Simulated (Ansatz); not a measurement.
AlNi:

```
Ni Al
1.0
     2.30068   -1.39468    0.00000
     2.30068    1.39468    0.00000
    -1.35645    0.00000    3.88084
Ni Al
1 1
Direct
  0.50000 0.50000 0.50000
  0.00000 0.00000 0.00000
```

The cell comes from a database or a generator and needn't be the stable form of this composition.

* Program: Ansatz 0.2.0
* Task: relaxation of cell and atoms
* Functional: HSEsol
* Potentials or basis: Ansatz PAW
* Cutoff: 420 eV (not typed: the program's choice for these potentials)
* k mesh: 6 × 6 × 4
* Occupations: fermi-dirac, width 0.05 eV
* Spin: collinear spin, ferromagnetic start
* Starting moments: [1.0, 0.0] μB

At the start: volume 12.45 Å³/atom.

Where does the relaxation end?

It ends after 11 steps and the volume is 11.96 Å³/atom (-4.0 %); space group C2/m (No. 12, to 0.05 Å); moment 0.00 μB per cell.

Step by step:
```
step  energy change (eV)  largest force (eV/Å)  volume (Å³)
   1              0.0000                0.0000        24.90
   2             -0.0215                0.0000        24.30
   3             -0.0290                0.0000        23.86
   4             -0.0322                0.0000        23.75
   5             -0.0369                0.0000        23.87
   6             -0.0386                0.0000        23.93
   7             -0.0392                0.0000        23.93
   8             -0.0392                0.0000        23.92
   9             -0.0392                0.0000        23.92
  10             -0.0392                0.0000        23.92
  11             -0.0377                0.0000        23.92
```

Final structure:
```
Ni Al
1.0
     2.36595   -1.32615   -0.08524
     2.36595    1.32615   -0.08524
    -1.53871    0.00000    3.86740
Ni Al
1 1
Direct
  0.50000 0.50000 0.50000
  0.00000 0.00000 0.00000
```

Caveat: the k mesh is coarse (spacing up to 0.45 Å⁻¹), so the values aren't converged, least of all with exact exchange; the magnetic or orbital state may not be the lowest; the plane-wave basis is chosen anew once the cell has moved, so the energies of steps on either side of that aren't comparable; the PAW data sets come from PBE, with cores solved anew for the run's functional, which leaves a small shift of forces and pressure; the starting moments weren't kept.
